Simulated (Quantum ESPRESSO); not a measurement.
Crystal: Si2Mo.

```
Mo Si
1.0
     4.58547    0.00000    0.00000
    -2.29274    3.97113    0.00000
     0.00000    0.00000    6.57976
Mo Si
3 6
Direct
  0.50000 0.50000 0.83333
  0.00000 0.50000 0.16667
  0.50000 0.00000 0.50000
  0.16387 0.32775 0.50000
  0.67225 0.83613 0.16667
  0.83613 0.16387 0.83333
  0.83613 0.67225 0.50000
  0.32775 0.16387 0.16667
  0.16387 0.83613 0.83333
```

Measurements of this composition are mostly on another form, of space group No. 139.

| Property | Result |
| --- | --- |
| Program | Quantum ESPRESSO 7.5 |
| Task | single point |
| Functional | PBE |
| Potentials or basis | SSSP 1.3 efficiency PBE |
| Cutoff | 816 eV |
| Density cutoff | 5987 eV |
| k mesh | 7 × 7 × 4 |
| Occupations | fermi-dirac, width 0.05 eV |
| Spin | no spin polarisation |

On this cell: pressure 3.3 GPa; largest force 0.012 eV/Å; band gap on the k mesh 0.27 eV, indirect (least direct gap 0.63 eV).

The same run follows on a disturbed copy (atoms moved at random, drawn with an rms of 0.05 Å):

```
Mo Si
1.0
     4.58547    0.00000    0.00000
    -2.29274    3.97113    0.00000
     0.00000    0.00000    6.57976
Mo Si
3 6
Direct
  0.51437 0.50867 0.83088
  0.99980 0.51206 0.16923
  0.50127 0.98884 0.50070
  0.15930 0.32653 0.49047
  0.68000 0.83715 0.15847
  0.83332 0.16826 0.83404
  0.83134 0.67527 0.49593
  0.33121 0.16037 0.16317
  0.15948 0.83064 0.83364
```

What changes?

The energy moves by +19.9 meV/atom; pressure 4.1 GPa; largest force 1.390 eV/Å; band gap on the k mesh 0.07 eV, indirect (least direct gap 0.54 eV).

Forces in eV/Å, atoms in the order of the input:
```
Mo  -0.905 -0.834  0.210
Mo   0.773 -0.967 -0.632
Mo  -0.681  0.916 -0.430
Si   0.327 -0.047  0.713
Si  -0.422  0.195  0.578
Si   0.364  0.061 -0.226
Si   0.320 -0.099  0.213
Si  -0.002  0.361  0.086
Si   0.227  0.415 -0.512
```

Stress tensor (GPa, compression positive):
```
 4.21 -0.12  0.75
-0.12  4.16 -0.21
 0.75 -0.21  3.83
```

Caveats: an odd mesh through Γ misses points on the zone boundary, where band edges often lie.
